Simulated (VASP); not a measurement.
# GaN (P6_3mc) in VASP: a series of runs, part 2 of 3

VASP 6.6.1. Earlier steps stand in the parts before.

**3. Band structure, r2SCAN, spin-orbit coupling, no magnetisation**

INCAR reads:

```
  PREC = Accurate
  ENCUT = 520
  EDIFF = 1E-6
  ISMEAR = 0
  SIGMA = 0.02
  LREAL = F
  LASPH = T
  NELM = 60
  ALGO = Normal
  ISIF = 2
  LWAVE = F
  LCHARG = F
  LNONCOLLINEAR = T
  MAGMOM = 0 0 0 0 0 0 0 0 0 0 0 0
  LORBIT = 11
  LSORBIT = T
  GGA_COMPAT = F
  METAGGA = R2SCAN
  LMIXTAU = T
  KPAR = 2
```

KPOINTS reads:

```
regular mesh
0
Gamma
  8 8 4
```

POSCAR reads:

```
GaN
1.0
    3.1800000000      0.0000000000      0.0000000000
   -1.5900000000      2.7539607840      0.0000000000
    0.0000000000      0.0000000000      5.1660000000
Ga N
2 2
Direct
    0.6666666667      0.3333333333      0.5000000000
    0.3333333333      0.6666666667      0.0000000000
    0.6666666667      0.3333333333      0.8750000000
    0.3333333333      0.6666666667      0.3750000000
```

KPOINTS_OPT reads:

```
path GMKGALHA,LM,KH
20
line-mode
reciprocal
 0.0000000000  0.0000000000  0.0000000000  G
 0.5000000000  0.0000000000  0.0000000000  M

 0.5000000000  0.0000000000  0.0000000000  M
 0.3333333333  0.3333333333  0.0000000000  K

 0.3333333333  0.3333333333  0.0000000000  K
 0.0000000000  0.0000000000  0.0000000000  G

 0.0000000000  0.0000000000  0.0000000000  G
 0.0000000000  0.0000000000  0.5000000000  A

 0.0000000000  0.0000000000  0.5000000000  A
 0.5000000000  0.0000000000  0.5000000000  L

 0.5000000000  0.0000000000  0.5000000000  L
 0.3333333333  0.3333333333  0.5000000000  H

 0.3333333333  0.3333333333  0.5000000000  H
 0.0000000000  0.0000000000  0.5000000000  A

 0.5000000000  0.0000000000  0.5000000000  L
 0.5000000000  0.0000000000  0.0000000000  M

 0.3333333333  0.3333333333  0.0000000000  K
 0.3333333333  0.3333333333  0.5000000000  H
```

Potentials or basis: VASP PAW PBE potentials, release 64 (Ga_d, N).

On the command line:

```bash
cat potpaw_PBE.64/Ga_d/POTCAR potpaw_PBE.64/N/POTCAR > POTCAR
mpirun -np 2 vasp_ncl > vasp.out
```

OUTCAR:

```text
PREC = Accurate
   ENCUT = 520
   EDIFF = 1E-6
   ISMEAR = 0
   LREAL = F
   LASPH = T
   NELM = 60
   ISIF = 2
   LNONCOLLINEAR = T
   LORBIT = 11
   LSORBIT = T
   METAGGA = R2SCAN

 ion  position               nearest neighbor table
   1  0.667  0.333  0.500-   3 1.94   4 1.95   4 1.95   4 1.95
   2  0.333  0.667  0.000-   4 1.94   3 1.95   3 1.95   3 1.95
   3  0.667  0.333  0.875-   1 1.94   2 1.95   2 1.95   2 1.95
   4  0.333  0.667  0.375-   2 1.94   1 1.95   1 1.95   1 1.95

  LATTYP: Found a hexagonal cell.
 ALAT       =     3.1800000000
 C/A-ratio  =     1.6245283019

  Lattice vectors:

 A1 = (   3.1800000000,   0.0000000000,   0.0000000000)
 A2 = (  -1.5900000000,   2.7539607840,   0.0000000000)
 A3 = (   0.0000000000,   0.0000000000,   5.1660000000)

Analysis of symmetry for initial positions (statically):
=====================================================================
 Subroutine PRICEL returns:
 Original cell was already a primitive cell.

 Routine SETGRP: Setting up the symmetry group for a
 hexagonal supercell.

 Subroutine GETGRP returns: Found 12 space group operations
 (whereof  6 operations were pure point group operations)
 out of a pool of 24 trial point group operations.

The static configuration has the point symmetry C_3v.
 The point group associated with its full space group is C_6v.

Analysis of symmetry for dynamics (positions and initial velocities):
=====================================================================
 Subroutine PRICEL returns:
 Original cell was already a primitive cell.

 Routine SETGRP: Setting up the symmetry group for a
 hexagonal supercell.

 Subroutine GETGRP returns: Found 12 space group operations
 (whereof  6 operations were pure point group operations)
[... 1332 lines left out ...]
      1.59000      0.91799      2.58300        -0.000000      0.000000     -0.136663
     -0.00000      1.83597      0.00000         0.000000     -0.000000     -0.136663
      1.59000      0.91799      4.52025        -0.000000     -0.000000      0.136663
     -0.00000      1.83597      1.93725        -0.000000      0.000000      0.136663
 -----------------------------------------------------------------------------------
    total drift:                               -0.000000      0.000000      0.049359

  FREE ENERGIE OF THE ION-ELECTRON SYSTEM (eV)
  ---------------------------------------------------
  free  energy   TOTEN  =       -43.8259596754 eV

  energy  without entropy=      -43.8259596754  energy(sigma->0) =      -43.82595968

 Spin-Orbit-Coupling matrix elements

 Ion:    1  E_soc:     -0.0102537
 l=   1
     0.0000000    -0.0009201    -0.0009183
    -0.0009201     0.0000000    -0.0009201
    -0.0009183    -0.0009201     0.0000000
 l=   2
     0.0000000    -0.0001563     0.0000000    -0.0001563    -0.0006363
    -0.0001563     0.0000000    -0.0004766    -0.0001537    -0.0001563
     0.0000000    -0.0004766     0.0000000    -0.0004766     0.0000000
    -0.0001563    -0.0001537    -0.0004766     0.0000000    -0.0001563
    -0.0006363    -0.0001563     0.0000000    -0.0001563     0.0000000
 l=   3
     0.0000000     0.0000000     0.0000000     0.0000000     0.0000000     0.0000000     0.0000000
     0.0000000     0.0000000     0.0000000     0.0000000     0.0000000     0.0000000     0.0000000
     0.0000000     0.0000000     0.0000000     0.0000000     0.0000000     0.0000000     0.0000000
     0.0000000     0.0000000     0.0000000     0.0000000     0.0000000     0.0000000     0.0000000
[... 49 lines left out ...]
 l=   2
     0.0000000     0.0000000     0.0000000     0.0000000     0.0000000
     0.0000000     0.0000000     0.0000000     0.0000000     0.0000000
     0.0000000     0.0000000     0.0000000     0.0000000     0.0000000
     0.0000000     0.0000000     0.0000000     0.0000000     0.0000000
     0.0000000     0.0000000     0.0000000     0.0000000     0.0000000
 l=   3
     0.0000000     0.0000000     0.0000000     0.0000000     0.0000000     0.0000000     0.0000000
     0.0000000     0.0000000     0.0000000     0.0000000     0.0000000     0.0000000     0.0000000
     0.0000000     0.0000000     0.0000000     0.0000000     0.0000000     0.0000000     0.0000000
     0.0000000     0.0000000     0.0000000     0.0000000     0.0000000     0.0000000     0.0000000
     0.0000000     0.0000000     0.0000000     0.0000000     0.0000000     0.0000000     0.0000000
     0.0000000     0.0000000     0.0000000     0.0000000     0.0000000     0.0000000     0.0000000
     0.0000000     0.0000000     0.0000000     0.0000000     0.0000000     0.0000000     0.0000000

 total charge

# of ion       s       p       d       tot
------------------------------------------
    1        0.756   0.888  10.197  11.842
    2        0.756   0.888  10.197  11.842
    3        1.232   2.553   0.000   3.785
    4        1.232   2.553   0.000   3.785
--------------------------------------------------
tot          3.975   6.883  20.395  31.253

 magnetization (x)

# of ion       s       p       d       tot
------------------------------------------
    1       -0.000   0.000   0.000   0.000
    2        0.000  -0.000  -0.000  -0.000
    3        0.000   0.000   0.000   0.000
    4        0.000   0.000   0.000   0.000
--------------------------------------------------
tot          0.000   0.000  -0.000   0.000

 magnetization (y)

# of ion       s       p       d       tot
------------------------------------------
    1        0.000   0.000   0.000   0.000
    2        0.000   0.000   0.000   0.000
    3        0.000  -0.000   0.000  -0.000
    4        0.000   0.000   0.000   0.000
--------------------------------------------------
tot          0.000  -0.000   0.000  -0.000

 magnetization (z)

# of ion       s       p       d       tot
------------------------------------------
    1        0.000   0.000   0.000   0.000
    2        0.000   0.000   0.000   0.000
    3       -0.000   0.000   0.000  -0.000
    4       -0.000   0.000   0.000  -0.000
--------------------------------------------------
tot         -0.000   0.000   0.000  -0.000
```

stdout:

```text
POSCAR found type information on POSCAR GaN
 POSCAR found :  2 types and       4 ions
 scaLAPACK will be used
 -----------------------------------------------------------------------------
|                                                                             |
|                                                                             |
|     You enforced a specific xc type in the INCAR file but a different       |
|     I HOPE YOU KNOW WHAT YOU ARE DOING!                                     |
|                                                                             |
 -----------------------------------------------------------------------------

 LDA part: xc-table for (None), standard interpolation
 POSCAR, INCAR and KPOINTS ok, starting setup
 FFT: planning ... GRIDC
 FFT: planning ... GRID_SOFT
 FFT: planning ... GRID
 WAVECAR not read
 entering main loop
 Start KPOINTS_OPT (optional k-point list driver)
k-point batch [1-40\180]
k-point batch [41-80\180]
k-point batch [81-120\180]
k-point batch [121-160\180]
k-point batch [161-180\180]
```

Wall time 10 min (2 MPI ranks of Intel Xeon 6975P-C (Granite Rapids), shared host); peak memory 0.43 GiB.

Results:

| Quantity | Value |
| --- | --- |
| Free energy | -43.8260 eV |
| Pressure | 2.2 GPa |
| Largest force | 0.137 eV/Å |
| Valence electrons inside the program's atomic spheres | Ga 11.84; N 3.79 |

Forces on the atoms (eV/Å):
```
Ga   0.000  0.000 -0.137
Ga   0.000  0.000 -0.137
N    0.000  0.000  0.137
N    0.000  0.000  0.137
```

Stress tensor (GPa, compression positive):
```
1.51 0.00 0.00
0.00 1.51 0.00
0.00 0.00 3.47
```

Caveat: the PAW data sets were made with another functional, which shifts forces and pressure a little.

**4. Band structure, TB-mBJ, spin-orbit coupling, no magnetisation**

POSCAR is that of step 3.

INCAR.step1 reads:

```
  PREC = Accurate
  ENCUT = 520
  EDIFF = 1E-5
  ISMEAR = 0
  SIGMA = 0.02
  LREAL = F
  LASPH = T
  NELM = 60
  ALGO = Normal
  ISIF = 2
  LWAVE = T
  LCHARG = F
  LNONCOLLINEAR = T
  MAGMOM = 0 0 0 0 0 0 0 0 0 0 0 0
  LORBIT = 11
  LSORBIT = T
  GGA_COMPAT = F
  GGA = PE
  KPAR = 2
```

INCAR.step2 reads:

```
  PREC = Accurate
  ENCUT = 520
  EDIFF = 1E-6
  ISMEAR = 0
  SIGMA = 0.02
  LREAL = F
  LASPH = T
  NELM = 60
  ALGO = Normal
  ISIF = 2
  LWAVE = F
  LCHARG = F
  LNONCOLLINEAR = T
  MAGMOM = 0 0 0 0 0 0 0 0 0 0 0 0
  LORBIT = 11
  LSORBIT = T
  GGA_COMPAT = F
  METAGGA = MBJ
  ISTART = 1
  KPAR = 2
```

KPOINTS is that of step 3.

KPOINTS_OPT is that of step 3.

On the command line:

```bash
cat potpaw_PBE.64/Ga_d/POTCAR potpaw_PBE.64/N/POTCAR > POTCAR
cp INCAR.step1 INCAR
mpirun -np 2 vasp_ncl > vasp.out
cp INCAR.step2 INCAR
mpirun -np 2 vasp_ncl > vasp.out
```

Run time: 7.4 min. Hardware: 2 MPI ranks of Intel Xeon 6975P-C (Granite Rapids), shared host; peak memory 0.4 GiB.

Results (log left out):

```yaml
Valence_electrons_inside_the_program's_atomic_spheres: Ga 11.53; N 3.88
```

Caveat: the PAW data sets were made with another functional, which shifts forces and pressure a little.

(Continued in part 3 of 3.)
